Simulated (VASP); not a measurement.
VASP 6.6.1 run: NaCl

INCAR

```
NSW = 40
LCHARG = .FALSE.
LWAVE = .FALSE.
LREAL = .FALSE.
IBRION = 2
ENCUT = 600
EDIFFG = -5E-3
EDIFF = 1E-7
LASPH = .TRUE.
NELECT = 14.1
SIGMA = 0.02
ISIF = 3
NELM = 71
ISMEAR = -1
GGA = CA
PREC = Accurate
NBANDS = 14
```

KPOINTS

```
KPOINTS created by Atomic Simulation Environment
0
Gamma
8 8 8
0 0 0
```

POSCAR

```
Na Cl
 1.0000000000000000
     0.0000000000000000    2.8475812657361486    2.8475812657361486
     2.8475812657361486    0.0000000000000000    2.8475812657361486
     2.8475812657361486    2.8475812657361486   -0.0000000000000000
 Na  Cl
   1   1
Cartesian
 -0.0000000000000000  0.0000000000000000 -0.0000000000000000
  2.8475812657361486  2.8475812657361486  2.8475812657361486
```

The recommended LDA PAW datasets give the neutral cell 14 valence electrons.

Command

```
mpirun -np 1 vasp_std
```

**Question.** How does this run end, and what does it give?

**Answer.** It converged. Results: relaxed cell vector lengths 4.053, 4.053, 4.053 Å; relaxed cell volume 47.08 Å³.

OSZICAR

```
N       E                     dE             d eps       ncg     rms          rms(c)
DAV:   1     0.103256601874E+03    0.10326E+03   -0.74235E+03   812   0.107E+03
DAV:   2     0.143529595073E+01   -0.10182E+03   -0.93015E+02   880   0.271E+02
DAV:   3    -0.699930975677E+01   -0.84346E+01   -0.83738E+01  1034   0.723E+01
DAV:   4    -0.713911860892E+01   -0.13981E+00   -0.13974E+00   974   0.100E+01
DAV:   5    -0.714195115315E+01   -0.28325E-02   -0.28324E-02  1062   0.145E+00    0.353E+00
DAV:   6    -0.693375190783E+01    0.20820E+00   -0.33731E-01  1034   0.329E+00    0.217E+00
DAV:   7    -0.691416611319E+01    0.19586E-01   -0.49141E-02  1154   0.133E+00    0.114E+00
DAV:   8    -0.691170106526E+01    0.24650E-02   -0.42057E-03   998   0.616E-01    0.237E-01
DAV:   9    -0.691167608129E+01    0.24984E-04   -0.11430E-04   992   0.807E-02    0.106E-01
DAV:  10    -0.691168884752E+01   -0.12766E-04   -0.28113E-05  1028   0.476E-02    0.758E-03
...
   2 F= -.69125656E+01 E0= -.69123968E+01  d E =-.876956E-03
       N       E                     dE             d eps       ncg     rms          rms(c)
DAV:   1    -0.692194523376E+01   -0.93796E-02   -0.17773E-01  1016   0.527E+00    0.590E-01
DAV:   2    -0.691429211712E+01    0.76531E-02   -0.12272E-02   920   0.923E-01    0.234E-01
DAV:   3    -0.691304333566E+01    0.12488E-02   -0.22248E-03  1034   0.443E-01    0.122E-01
DAV:   4    -0.691284927223E+01    0.19406E-03   -0.78720E-05  1148   0.104E-01    0.130E-02
DAV:   5    -0.691284499926E+01    0.42730E-05   -0.83998E-06  1016   0.264E-02    0.537E-03
DAV:   6    -0.691284464370E+01    0.35556E-06   -0.46444E-07   908   0.855E-03    0.279E-03
DAV:   7    -0.691284460581E+01    0.37897E-07   -0.10857E-07   556   0.383E-03
   3 F= -.69128446E+01 E0= -.69126757E+01  d E =-.115593E-02
```

Standard output (part)

```
POSCAR found type information on POSCAR NaCl
 POSCAR found :  2 types and       2 ions
 LDA part: xc-table for (Slater(with rela. corr.)+CA(PZ))
 , standard interpolation
 POSCAR, INCAR and KPOINTS ok, starting setup
 WAVECAR not read
 entering main loop
 the old and the new charge density differ
    0.353E+00
 curvature:   0.00 expect dE= 0.000E+00 dE for cont linesearch  0.000E+00
 search vector abs. value=  0.118E-02
 bond charge predicted
 trial-energy change:   -0.000877  1 .order   -0.000902   -0.001185   -0.000619
 bond charge predicted
 curvature:  -1.05 expect dE=-0.315E-06 dE for cont linesearch -0.315E-06
 search vector abs. value=  0.301E-06
 reached required accuracy - stopping structural energy minimisation
```

```csv
ionic step,ΔE (meV/atom),volume (Å³),largest force (eV/Å),pressure (GPa),electronic steps
1,0.0,46.18,0.000,0.44,12
2,-0.4,46.61,0.000,0.23,7
3,-0.6,47.08,0.000,-0.01,7
```

The cell is charged and sits in a uniform background.

For comparison, a separate LDA relaxation on usual settings, not on those above, ends at 40.79 Å³.
